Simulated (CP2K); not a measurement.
**ZnSe (Stilleite) under changes of volume**

One of the cells (22.757 Å³/atom); the others are scaled copies at fixed shape and fractional positions:

```xyz
2
Lattice="4.0076 0.0000 0.0000 2.0038 3.4707 0.0000 2.0038 1.1569 3.2722" Properties=species:S:1:pos:R:3 pbc="T T T"
Se    6.0114    3.4707    2.4541
Zn    0.0000    0.0000    0.0000
```

| Property | Result |
| --- | --- |
| Program | CP2K 2026.2 |
| Functional | PBEsol |
| Potentials or basis | POTENTIAL_UZH Se GTH-PBE-q6, Zn GTH-PBE-q12; TZVP-MOLOPT-PBE-GTH basis |
| Density cutoff | 6123 eV |
| k mesh | 8 × 8 × 8 |
| Occupations | fermi-dirac, width 0.1 eV |
| Spin | no spin polarisation |

```tsv
volume (Å³/atom)	energy over the lowest point (meV/atom)	pressure (GPa)	gap on the mesh (eV)
21.391	?	?	?
21.846	7.70	2.9	1.24
22.301	1.79	1.3	1.16
22.757	0.00	0.0	1.08
23.212	1.89	-1.3	1.00
23.667	7.07	-2.4	0.93
24.122	15.19	-3.3	0.86
```

Question: What does the run at 21.391 Å³/atom give?

Answer: Energy over the lowest point 18.20 meV/atom; pressure 4.6 GPa; gap on the mesh 1.32 eV.

Worked out: A Birch-Murnaghan fit of order 3 (a polynomial in V^(-2/3)) to the other rows has its minimum at 22.74 Å³/atom with B0 = V·E''(V) = 65 GPa and B' = 4.6. It gives 18.21 meV/atom at 21.391 Å³/atom, against the run's 18.20, and -dE/dV = 4.6 GPa, against 4.6. A straight line through the other rows of the gap, of slope -3.85 eV per unit of ln V (its deformation potential), extrapolates to 1.32 eV, against the run's 1.32.

Energies are extrapolated to zero smearing.

Caveats: the potentials were made for another functional, which shifts forces and pressure; the basis of atomic orbitals isn't converged, which shifts pressures, moduli and gaps.

Spin-orbit coupling on Se is left out.
